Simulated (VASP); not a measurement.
# MgO (strained CsCl): a r²SCAN single-point calculation in VASP

INCAR

```
ALGO = Normal
LCHARG = .TRUE.
ENCUT = 520
METAGGA = R2SCAN
LWAVE = .FALSE.
LREAL = .FALSE.
NBANDS = 11
PREC = Accurate
LASPH = .TRUE.
LELF = .TRUE.
ISIF = 2
NELM = 120
NSW = 0
ISMEAR = 0
SIGMA = 0.01
IBRION = -1
EDIFF = 1E-7
```

KPOINTS

```
KPOINTS created by Atomic Simulation Environment
0
Gamma
10 10 10
0 0 0
```

KPOINTS_OPT

```
special points
5
Reciprocal
0.0000000000 0.0000000000 0.0000000000 1
0.0000000000 0.5000000000 0.0000000000 1
0.5000000000 0.5000000000 0.0000000000 1
0.5000000000 0.5000000000 0.5000000000 1
0.0000000000 0.5000000000 0.5000000000 1
```

POSCAR

```
Mg O
 1.0000000000000000
     2.6233491285000001    0.0000000000000000    0.0000000000000000
     0.0000000000000000    2.6233491285000001    0.0000000000000000
     0.0000000000000000    0.0000000000000000    2.6745044364999999
 Mg  O
   1   1
Cartesian
  0.0000000000000000  0.0000000000000000  0.0000000000000000
  1.3116745642500001  1.3116745642500001  1.3372522182500002
```

VASP ran with the recommended PBE PAW datasets (8 valence electrons in the cell).

Command

```
mpirun -np 1 vasp_std
```

From OUTCAR

```
k-points           NKPTS =    126   k-points in BZ     NKDIM =    126   number of bands    NBANDS=     11

   NELECT =       8.0000    total number of electrons

   dimension x,y,z NGX =    20 NGY =   20 NGZ =   20
   dimension x,y,z NGXF=    40 NGYF=   40 NGZF=   40

  energy-cutoff  :      520.00
  volume of cell :       18.41
      direct lattice vectors                 reciprocal lattice vectors
     2.623349129  0.000000000  0.000000000     0.381192114  0.000000000  0.000000000
     0.000000000  2.623349129  0.000000000     0.000000000  0.381192114  0.000000000
     0.000000000  0.000000000  2.674504436     0.000000000  0.000000000  0.373901044

 k-points in reciprocal lattice and weights: KPOINTS created by Atomic Simulation Env
   0.00000000  0.00000000  0.00000000       0.001
   0.10000000  0.00000000  0.00000000       0.004
   0.20000000  0.00000000  0.00000000       0.004
   0.30000000  0.00000000  0.00000000       0.004
   0.40000000  0.00000000  0.00000000       0.004
   0.50000000  0.00000000  0.00000000       0.002
   0.10000000  0.10000000  0.00000000       0.004
   0.20000000  0.10000000  0.00000000       0.008
   ...

 E-fermi :   4.8330

 k-point     1 :       0.0000    0.0000    0.0000
  band No.  band energies     occupation
      1     -14.8070      2.00000
      2       3.4085      2.00000
      3       3.7084      2.00000
      4       3.7084      2.00000
      5       7.8943      0.00000
      6      15.8918      0.00000
      7      16.2484      0.00000
      8      25.8218      0.00000
      9      26.3891      0.00000
     10      26.3891      0.00000
     11      33.1831      0.00000

 k-point     2 :       0.1000    0.0000    0.0000
  band No.  band energies     occupation
      1     -14.7085      2.00000
      2       2.8902      2.00000
      3       3.4534      2.00000
      4       3.7511      2.00000
      5       8.4782      0.00000
      6      16.1286      0.00000
      7      16.4499      0.00000
      8      25.6136      0.00000
      9      26.2171      0.00000
     10      26.5683      0.00000
     11      32.1987      0.00000

 k-point     3 :       0.2000    0.0000    0.0000
  band No.  band energies     occupation
      1     -14.4369      2.00000
      2       1.2840      2.00000
      3       3.5736      2.00000
      4       3.8653      2.00000
      5       9.5689      0.00000
      6      16.6198      0.00000
      7      16.8732      0.00000
      8      25.0033      0.00000
      9      25.7008      0.00000
     10      27.4392      0.00000
     11      30.5181      0.00000

 k-point     4 :       0.3000    0.0000    0.0000
  band No.  band energies     occupation
      1     -14.0689      2.00000
      2      -0.2810      2.00000
      3       3.7277      2.00000
      4       4.0113      2.00000
      5      10.7223      0.00000
      6      16.3664      0.00000
      7      17.9092      0.00000
      8      24.1645      0.00000
      9      24.9571      0.00000
     10      27.2319      0.00000
     11      29.4666      0.00000

 k-point     5 :       0.4000    0.0000    0.0000
  band No.  band energies     occupation
      1     -13.7374      2.00000
      2      -1.3987      2.00000
      3       3.8572      2.00000
      4       4.1337      2.00000
      5      11.8134      0.00000
      6      15.6133      0.00000
      7      19.3052      0.00000
      8      23.4618      0.00000
      9      24.3091      0.00000
     10      24.5169      0.00000
     11      29.4609      0.00000

 k-point     6 :       0.5000    0.0000    0.0000
  band No.  band energies     occupation
      1     -13.6010      2.00000
      2      -1.8065      2.00000
      3       3.9079      2.00000
      4       4.1815      2.00000
      5      12.3902      0.00000
      6      15.1103      0.00000
      7      20.3501      0.00000
      8      23.0303      0.00000
      9      23.1936      0.00000
     10      24.0574      0.00000
     11      29.3377      0.00000

 k-point     7 :       0.1000    0.1000    0.0000
  band No.  band energies     occupation
      1     -14.6117      2.00000
      2       2.7352      2.00000
      3       3.2064      2.00000
      4       3.4992      2.00000
      5       9.0043      0.00000
      6      16.3158      0.00000
      7      16.6452      0.00000
      8      25.4684      0.00000
      9      25.6020      0.00000
     10      27.2477      0.00000
     11      30.9229      0.00000

 k-point     8 :       0.2000    0.1000    0.0000
  band No.  band energies     occupation
      1     -14.3449      2.00000
      2       1.3452      2.00000
      3       3.2122      2.00000
      4       3.6217      2.00000
      5      10.0280      0.00000
      6      16.6592      0.00000
      7      17.0315      0.00000
      8      24.9874      0.00000
      9      25.0372      0.00000
     10      28.1944      0.00000
     11      28.8414      0.00000

 k-point     9 :       0.3000    0.1000    0.0000
  band No.  band energies     occupation
      1     -13.9840      2.00000
      2      -0.1740      2.00000
      3       3.4094      2.00000
      4       3.7788      2.00000
      5      11.1330      0.00000
      6      16.3445      0.00000
      7      17.7715      0.00000
      8      24.2318      0.00000
      9      24.4892      0.00000
     10      26.8760      0.00000
     11      29.0936      0.00000

 k-point    10 :       0.4000    0.1000    0.0000
  band No.  band energies     occupation
      1     -13.6598      2.00000
      2      -1.2699      2.00000
      3       3.5840      2.00000
      4       3.9109      2.00000
      5      12.2155      0.00000
      6      15.4833      0.00000
      7      18.6879      0.00000
      8      23.5532      0.00000
      9      23.6000      0.00000
     10      25.8602      0.00000
     11      28.7780      0.00000

 k-point    11 :       0.5000    0.1000    0.0000
  band No.  band energies     occupation
      1     -13.5265      2.00000
      2      -1.6706      2.00000
      3       3.6533      2.00000
      4       3.9627      2.00000
      5      12.8456      0.00000
      6      14.8824      0.00000
      7      19.1930      0.00000
      8      23.0393      0.00000
      9      23.2886      0.00000
     10      25.5240      0.00000
     11      28.6997      0.00000

 k-point    12 :       0.2000    0.2000    0.0000
  band No.  band energies     occupation
      1     -14.0925      2.00000
      2       1.2597      2.00000
      3       2.0944      2.00000
      4       3.7505      2.00000
      5      10.9607      0.00000
      6      16.5495      0.00000
      7      17.3180      0.00000
      8      24.4947      0.00000
      9      24.8480      0.00000
     10      26.8576      0.00000
     11      28.4283      0.00000

 k-point    13 :       0.3000    0.2000    0.0000
  band No.  band energies     occupation
      1     -13.7521      2.00000
      2       0.1082      2.00000
      3       2.1045      2.00000
      4       3.9159      2.00000
      5      11.9644      0.00000
      6      15.9049      0.00000
      7      17.6153      0.00000
      8      24.0060      0.00000
      9      24.3952      0.00000
     10      26.2371      0.00000
     11      27.5599      0.00000

 k-point    14 :       0.4000    0.2000    0.0000
  band No.  band energies     occupation
      1     -13.4480      2.00000
      2      -0.9119      2.00000
      3       2.3512      2.00000
      4       4.0550      2.00000
      5      12.9527      0.00000
      6      14.9210      0.00000
      7      17.8960      0.00000
      8      23.0456      0.00000
      9      23.8138      0.00000
     10      27.0758      0.00000
     11      27.3255      0.00000

 k-point    15 :       0.5000    0.2000    0.0000
  band No.  band energies     occupation
      1     -13.3236      2.00000
      2      -1.2908      2.00000
      3       2.4583      2.00000
      4       4.1095      2.00000
      5      13.9069      0.00000
      6      13.9395      0.00000
      7      18.0171      0.00000
      8      22.6229      0.00000
      9      23.5622      0.00000
     10      27.3076      0.00000
     11      27.8099      0.00000

 k-point    16 :       0.3000    0.3000    0.0000
  band No.  band energies     occupation
      1     -13.4411      2.00000
      2       0.2792      2.00000
      3       0.9803      2.00000
      4       4.0919      2.00000
      5      12.6348      0.00000
      6      15.1124      0.00000
      7      17.6988      0.00000
      8      22.9685      0.00000
      9      24.4758      0.00000
     10      26.3102      0.00000
     11      26.9909      0.00000

 ...

  Total        0.0383370      0.0383370     -1.4668373      0.0000000     -0.0000000      0.0000000
  in kB        3.3371266      3.3371266   -127.6841565      0.0000000     -0.0000000      0.0000000
  external PRESSURE =     -40.3366344 kB  Pullay stress =       0.0000000 kB

 POSITION                                       TOTAL-FORCE (eV/Angst)
 -----------------------------------------------------------------------------------
      0.00000      0.00000      0.00000         0.000000      0.000000      0.000000
      1.31167      1.31167      1.33725         0.000000      0.000000      0.000000
 -----------------------------------------------------------------------------------
    total drift:                                0.000000      0.000000      0.000000

  FREE ENERGIE OF THE ION-ELECTRON SYSTEM (eV)
  ---------------------------------------------------
  free  energy   TOTEN  =       -14.5125521065 eV

  energy  without entropy=      -14.5125521065  energy(sigma->0) =      -14.51255211
```

```
gap between bands v and c : 3.18 eV
least direct gap          : 4.19 eV
pressure                  : -4.0 GPa
```

Band v is the last that the valence electrons fill when counted band by band, and c is the next.

The run took about 54 s on one core of a shared host (Intel Xeon Platinum 8488C) and held 0.16 GiB at most.
